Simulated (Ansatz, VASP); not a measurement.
## HfB2 in VASP and in Ansatz

```
Hf B
1.0
     3.12665    0.00000    0.00000
    -1.56333    2.70776    0.00000
     0.00000    0.00000    3.44925
Hf B
1 2
Direct
  0.00000 0.00000 0.00000
  0.33333 0.66667 0.50000
  0.66667 0.33333 0.50000
```

Alike in both runs: functional PBEsol; k mesh 12 × 12 × 8; occupations fermi-dirac, width 0.1 eV; no spin polarisation.

Ansatz relaxed the structure, and its values are those at the end. VASP's run is a single point on that final structure, the one shown.

|  | VASP | Ansatz |
| --- | --- | --- |
| version | VASP 6.6.1 | Ansatz 0.2.0 |
| potentials or method | VASP PAW PBE potentials, release 64 (Hf_pv, B) | PAW with Ansatz's default frozen-core files, scalar-relativistic |
| plane-wave cutoff (eV) | 520 | 420 |
| valence electrons in the cell | 16 | 32 |

```tsv
	VASP	Ansatz	Ansatz less VASP
pressure (GPa)	-0.1	0.0	+0.05
```

The two sets of potentials don't hold the same shells in valence.

Caveats: the PAW data sets were made with another functional, which shifts forces and pressure a little (VASP). The runs have no spin-orbit coupling, so splittings on Hf are missing.
